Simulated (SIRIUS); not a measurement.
Set up this calculation in SIRIUS 7.10.0, as the native input.

| Property | Result |
| --- | --- |
| Task | single point |
| Functional | PBE |
| Potentials or basis | GBRV 1.5 PBE (ultrasoft) |
| Cutoff | 557 eV |
| Density cutoff | 5442 eV |
| k mesh | 6 × 6 × 6 |
| Occupations | fermi-dirac, width 0.05 eV |
| Spin | no spin polarisation |
| Libxc names | ["XC_GGA_X_PBE", "XC_GGA_C_PBE"] |
| Energy tol | 1e-08 Ha |
| Density tol | 1e-06 |
| Mixer | anderson |
| Mixing beta | 0.7 |
| Max scf | 100 |

The system is Sn.

```xyz
2
Lattice="-2.9401 2.9401 1.5993 2.9401 -2.9401 1.5993 2.9401 2.9401 -1.5993" Properties=species:S:1:pos:R:3 pbc="T T T"
Sn    0.0000    0.0000    0.0000
Sn    0.0000    2.9401    0.7997
```

The input as run:

sirius.json

```json
{
  "control": {
    "processing_unit": "cpu",
    "verbosity": 2,
    "num_bands_to_print": 22,
    "print_forces": true,
    "print_stress": true
  },
  "parameters": {
    "electronic_structure_method": "pseudopotential",
    "xc_functionals": ["XC_GGA_X_PBE", "XC_GGA_C_PBE"],
    "gk_cutoff": 6.4,
    "pw_cutoff": 20.0,
    "ngridk": [6, 6, 6],
    "shiftk": [0, 0, 0],
    "smearing": "fermi_dirac",
    "smearing_width": 0.0018374661,
    "num_bands": 22,
    "num_mag_dims": 0,
    "num_dft_iter": 100,
    "energy_tol": 1e-08,
    "density_tol": 1e-06
  },
  "iterative_solver": {
    "type": "davidson",
    "min_tolerance": 1e-09,
    "tolerance_scale": [0.1, 0.25]
  },
  "mixer": {
    "type": "anderson",
    "beta": 0.7,
    "max_history": 8
  },
  "settings": {
    "tol_ne": 1e-10
  },
  "unit_cell": {
    "lattice_vectors": [
      [-0.659970943763, 0.659970943763, 0.358994020532],
      [0.659970943763, -0.659970943763, 0.358994020532],
      [0.659970943763, 0.659970943763, -0.358994020532]
    ],
    "lattice_vectors_scale": 8.4186437008,
    "atom_coordinate_units": "lattice",
    "atom_types": ["Sn"],
    "atom_files": {
      "Sn": "Sn.json"
    },
    "atoms": {
      "Sn": [
        [0.0, 0.0, 0.0],
        [0.75, 0.25, 0.5]
      ]
    }
  }
}
```

Potentials or basis: GBRV 1.5 PBE (ultrasoft).

Command:

```bash
$ upf_to_json sn_pbe_v1.4.uspp.F.UPF
$ OMP_NUM_THREADS=1 sirius.scf --input=sirius.json --output=out.json --task=0
```

It gave:

* Pressure: 1.0 GPa
* Band gap on the k mesh: none (metal or under the smearing width)

Caveat: the k mesh is coarse (spacing up to 0.37 Å⁻¹), so the values aren't converged.

Run time: 43 s on 1 thread of Arm Neoverse V1, with other jobs on the host, peak memory 0.39 GiB.
